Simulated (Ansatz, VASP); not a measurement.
**CaO in VASP and in Ansatz**

POSCAR

```
CaO
1.0
    0.0000000000      2.6067317390      2.6067317390
    2.6067317390      0.0000000000      2.6067317390
    2.6067317390      2.6067317390      0.0000000000
Ca O
1 1
Direct
    0.0000000000      0.0000000000      0.0000000000
    0.2500000000      0.2500000000      0.2500000000
```

The input INCAR.step1:

```
PREC = Accurate
ENCUT = 520
ISMEAR = 0
SIGMA = 0.01
LREAL = F
LASPH = T
NELM = 80
NBANDS = 15
GGA = PE
ALGO = Normal
EDIFF = 1E-4
LWAVE = T
LCHARG = F
```

The input INCAR.step2:

```
PREC = Accurate
ENCUT = 520
EDIFF = 1E-7
ISMEAR = 0
SIGMA = 0.01
LREAL = F
LASPH = T
NELM = 80
ALGO = Normal
ISIF = 2
LWAVE = F
LCHARG = F
METAGGA = R2SCAN
LMIXTAU = T
NBANDS = 15
ISTART = 1
```

KPOINTS

```
Automatic mesh
0
Gamma
  8 8 8
```

Input for Ansatz:

```yaml
crystal:
  lattice:
    - [0.0, 2.606731739, 2.606731739]
    - [2.606731739, 0.0, 2.606731739]
    - [2.606731739, 2.606731739, 0.0]
  atoms:
    - { symbol: Ca, position: [0.0, 0.0, 0.0] }
    - { symbol: O, position: [0.25, 0.25, 0.25] }
kpoints:
  mp_grid: { grid: [8, 8, 8] }
  band_path:
    path:
      - [0.0, 0.0, 0.0]
      - [-0.5, -0.5, 0.0]
      - [-0.375, -0.375, 0.25]
      - [-0.375, 0.0, 0.375]
      - [0.0, 0.0, 0.5]
      - [-0.5, -0.25, 0.25]
      - [0.25, -0.5, -0.25]
    npoints: 1
hamiltonian:
  xc: r2scan
scf:
  occupations: { method: fixed }
  n_extra_bands: 4
output:
  forces: true
  stress: true
  eigenvalues: true
```

Alike in both runs: task single point; functional r2SCAN; k mesh 8 × 8 × 8; no spin polarisation.

|  | VASP | Ansatz |
| --- | --- | --- |
| version | VASP 6.6.1 | Ansatz 0.2.0 |
| potentials or method | VASP PAW PBE potentials, release 64 (Ca_sv, O) | plane waves, PAW |
| plane-wave cutoff (eV) | 520 | 500 |
| occupations | gaussian, width 0.01 eV | fixed |
| valence electrons in the cell | 16 | 16 |

```tsv
	VASP	Ansatz	Ansatz less VASP
gap on the k mesh at the Fermi level (eV)	3.73	3.76	+0.026
pressure (GPa)	0.9	0.0	-0.93
```

Caveats: the PAW data sets were made with another functional, which shifts forces and pressure a little (VASP). r2SCAN opens gaps a little over a GGA but as a rule still falls short of measured ones. A k mesh can miss the band edges.
